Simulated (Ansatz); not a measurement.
## C: random displacements

The calculation used Ansatz 0.2.0, DFT LDA, scalar-relativistic, plane waves, PAW. Cutoff 420 eV, Γ-centred 8×8×8 k-points, Gaussian smearing of 0.05 eV. No spin polarisation. Energies are free energies at this smearing, counted from the undisturbed cell; pressure is positive in compression.

Zero of the scan (relaxed at this level):

```yaml
crystal:
  lattice:
    - [1.39167, 2.44487, -3.33730]
    - [1.39167, -2.44487, -3.33730]
    - [-2.84293, 0.00000, -3.31411]
  atoms:
    - { symbol: C, position: [0.91662, 0.41662, 0.66662] }
    - { symbol: C, position: [0.41662, 0.91662, 0.66662] }
    - { symbol: C, position: [0.91662, 0.91662, 0.16662] }
    - { symbol: C, position: [0.41662, 0.41662, 0.16662] }
    - { symbol: C, position: [0.08338, 0.58338, 0.33338] }
    - { symbol: C, position: [0.58338, 0.08338, 0.33338] }
    - { symbol: C, position: [0.08338, 0.08338, 0.83338] }
    - { symbol: C, position: [0.58338, 0.58338, 0.83338] }
```

The cell holds layers and no dispersion correction was added, so their binding is poorly described.

The atoms are displaced (Å, in the unstrained cell):

```tsv
atom	ux	uy	uz
C1	0.371	0.444	0.362
C2	-0.240	-0.368	-0.111
C3	0.090	-0.128	-0.085
C4	0.344	0.103	-0.174
C5	-0.299	0.205	-0.154
C6	0.076	-0.147	0.033
C7	-0.323	0.106	0.160
C8	-0.019	-0.214	-0.031
```

Strain (Voigt, engineering shear): (0.0228, 0.0699, -0.0251, -0.0194, 0.0637, -0.0591).

**Question.** What are the energy change, the stress and the forces?

**Answer.** ΔE = 3692.1 meV/atom; stress (xx, yy, zz, yz, xz, xy; compression positive) (169.11, 40.75, 39.65, 11.14, -48.15, 10.22) GPa.
```
atom Fx (eV/Å) Fy Fz
  C1     -57.57   15.55   32.59
  C2      19.43   23.53   -2.77
  C3     -31.77   -9.04   -5.15
  C4     -14.42    4.19   -0.88
  C5      57.05  -21.33  -31.88
  C6      -0.14    3.15   -2.30
  C7      16.37  -10.10    9.78
  C8      11.04   -5.96    0.62
```

Cost: 1 run of about 0.32 core-minutes, on Oxide Virtual Turin-like Processor (Zen 5) (shared hosts).